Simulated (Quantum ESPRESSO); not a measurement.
HgSe under changes of volume

One of the cells (28.067 Å³/atom); the others are scaled copies at fixed shape and fractional positions:

```
Hg Se
1.0
     0.00000    3.03900    3.03900
     3.03900    0.00000    3.03900
     3.03900    3.03900    0.00000
Hg Se
1 1
Direct
  0.00000 0.00000 0.00000
  0.75000 0.75000 0.75000
```

| Item | Value |
| --- | --- |
| Program | Quantum ESPRESSO 7.5 |
| Functional | PBE |
| Dispersion | D3(BJ) |
| Potentials or basis | PseudoDojo 0.4.1 SR PBE standard |
| Cutoff | 1170 eV |
| Density cutoff | 4680 eV |
| k mesh | 8 × 8 × 8 |
| Occupations | fermi-dirac, width 0.05 eV |
| Spin | no spin polarisation |

```tsv
volume (Å³/atom)	energy over the lowest point (meV/atom)	pressure (GPa)
26.383	60.90	7.1
26.944	?	?
27.505	22.52	4.0
28.067	10.89	2.7
28.628	3.56	1.5
29.189	0.07	0.5
29.751	0.00	-0.4
```

Task: What does the run at 26.944 Å³/atom give?

Result: Energy over the lowest point 38.99 meV/atom; pressure 5.4 GPa.

Worked out: A Birch-Murnaghan fit of order 3 (a polynomial in V^(-2/3)) to the other rows has its minimum at 29.48 Å³/atom with B0 = V·E''(V) = 48 GPa and B' = 5.1. It gives 38.99 meV/atom at 26.944 Å³/atom, against the run's 38.99, and -dE/dV = 5.4 GPa, against 5.4.

Energies are extrapolated to zero smearing.

Caveats: pairwise dispersion overbinds metals, which lowers pressure and volume.
